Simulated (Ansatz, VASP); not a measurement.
**Two plane-wave programs on S**

```xyz
4
Lattice="3.6996 0.0000 0.0000 -1.8498 3.2040 0.0000 0.0000 0.0000 10.0763" Properties=species:S:1:pos:R:3 pbc="T T T"
S     0.0000    0.0000    2.5191
S     0.0000    0.0000    7.5572
S     0.0000    2.1360    7.5572
S     1.8498    1.0680    2.5191
```

Alike in both runs: task single point; functional r2SCAN; k mesh 6 × 6 × 2; occupations gaussian, width 0.1 eV; no spin polarisation.

|  | VASP | Ansatz |
| --- | --- | --- |
| version | VASP 6.6.1 | Ansatz 0.2.0 |
| potentials or method | VASP PAW PBE potentials, release 64 (S) | scalar-relativistic, plane waves, PAW |
| plane-wave cutoff (eV) | 520 | 500 |
| valence electrons in the cell | 24 | 24 |

```csv
,VASP,Ansatz,Ansatz less VASP
gap on the k mesh at the Fermi level (eV),none,none,-
pressure (GPa),8.7,9.0,+0.26
largest component of the traceless stress (GPa),9.12,9.33,+0.217
```

A gap of «none» marks a metal or a gap that the smearing closes.

Caveats: the PAW data sets were made with another functional, which shifts forces and pressure a little (VASP).
